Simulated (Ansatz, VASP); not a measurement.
## One calculation of Ru, two programs

```
CELL_PARAMETERS angstrom
2.71806 0.00000 0.00000
-1.35903 2.35391 0.00000
0.00000 0.00000 4.29724
ATOMIC_POSITIONS crystal
Ru 0.33333 0.66667 0.25000
Ru 0.66667 0.33333 0.75000
```

Alike in both runs: task single point; functional PBEsol; k mesh 21 × 21 × 12; occupations gaussian, width 0.15 eV; no spin polarisation.

|  | VASP | Ansatz |
| --- | --- | --- |
| version | VASP 6.6.1 | Ansatz 0.2.0 |
| potentials or method | VASP PAW PBE potentials, release 64 (Ru_pv) | scalar-relativistic, plane waves, PAW |
| plane-wave cutoff (eV) | 520 | 420 |
| valence electrons in the cell | 28 | 32 |

|  | VASP | Ansatz | Ansatz less VASP |
| --- | --- | --- | --- |
| gap on the k mesh at the Fermi level (eV) | none | none | - |
| pressure (GPa) | -10.2 | -10.1 | +0.10 |
| largest component of the traceless stress (GPa) | 0.90 | 0.90 | +0.005 |

A gap of «none» marks a metal or a gap that the smearing closes. The two sets of potentials don't hold the same shells in valence. Ansatz warned: «pseudo_functional_mismatch».

Caveats: the PAW data sets were made with another functional, which shifts forces and pressure a little (VASP).
